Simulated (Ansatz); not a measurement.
Notes on S

```
CELL_PARAMETERS angstrom
2.40458 4.07285 0.00000
2.40458 -4.07285 0.00000
0.00000 0.00000 -4.81022
ATOMIC_POSITIONS crystal
S 0.15490 0.84510 0.91900
S 0.34510 0.65490 0.41900
S 0.84510 0.15490 0.08100
S 0.65490 0.34510 0.58100
```

Level: PBE, no spin polarisation; 420 eV; 8×8×7 Γ-centred mesh; fermi-dirac occupations (width 0.1 eV); Ansatz 0.2.0, fixed geometry.

(1) Where is the largest force?

(2) What do density and ELF say about some of the short contacts?

(3) Is the cell too large or too small?

(4) Metal or insulator?

Origin: a known structure type with other elements, at an estimated volume, so it need not be a known compound. Caveats: many states at the Fermi level without spin polarisation, so a magnetic state may lie lower.

Answers

(1) The largest is on S3 (and as large on other atoms): 0.86 eV/Å, components (0.00, 0.86, 0.06). It makes 13° with the line to a nearest neighbour, S1 at 2.64 Å, pointing towards it.

(2) S–S at 2.64 Å: least valence density 0.35 e/Å³ and ELF 0.49 there. Both are smooth PAW fields, read partly inside the augmentation spheres.

(3) The pressure is -9.1 GPa (compression positive), so with the atoms held at these fractions the cell would first shrink; the forces are large, so a full relaxation may end otherwise. The principal stresses -13.3, -9.0, -5.0 GPa differ, so its shape would change too.

(4) It is a metal, with about 2.4 states/eV a cell as the mean within 0.25 eV of the Fermi level, mostly S p (96 %).
